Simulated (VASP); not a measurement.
Input of a VASP 6.6.1 run:

The input INCAR:

```
PREC = Accurate
ENCUT = 900
EDIFF = 1E-6
ISMEAR = -1
SIGMA = 0.05
LREAL = False
LASPH = True
NELM = 60
ALGO = Fast
ISIF = 3
LWAVE = False
LCHARG = False
GGA = PE
IBRION = 2
NSW = 60
EDIFFG = -0.01
```

Contents of KPOINTS:

```
Automatic mesh
0
Gamma
  8 8 8
```

Contents of POSCAR:

```
GaAs
1.0
    0.0000000000      2.8268500000      2.8268500000
    2.8268500000      0.0000000000      2.8268500000
    2.8268500000      2.8268500000      0.0000000000
As Ga
1 1
Direct
    0.7500000000      0.7500000000      0.7500000000
    0.0000000000      0.0000000000      0.0000000000
```

Potentials or basis: VASP PAW PBE potentials, release 54 (As, Ga_d).

The run is started by

```sh
$ cat potpaw_PBE.54/As/POTCAR potpaw_PBE.54/Ga_d/POTCAR > POTCAR
$ mpirun -np 1 vasp_std > vasp.out
```

**Question.** Predict the band gap on the k mesh.

**Answer.** 0.13 eV, direct.

**Question.** Predict the space group after relaxing (to 0.05 Å).

**Answer.** F-43m (No. 216).

Step by step:
| step | energy change (eV) | largest force (eV/Å) | pressure (GPa) | volume (Å³) |
| --- | --- | --- | --- | --- |
| 1 | 0.0000 | 0.0000 | 3.48 | 45.18 |
| 2 | -0.0211 | 0.0000 | -1.00 | 48.46 |
| 3 | -0.0242 | 0.0000 | 0.17 | 47.54 |
| 4 | -0.0242 | 0.0000 | -0.14 | 47.67 |
| 5 | -0.0242 | 0.0000 | 0.00 | 47.61 |

PBE usually gives volumes a little too large and moduli too small. Zero-point motion and thermal expansion aren't in these numbers.
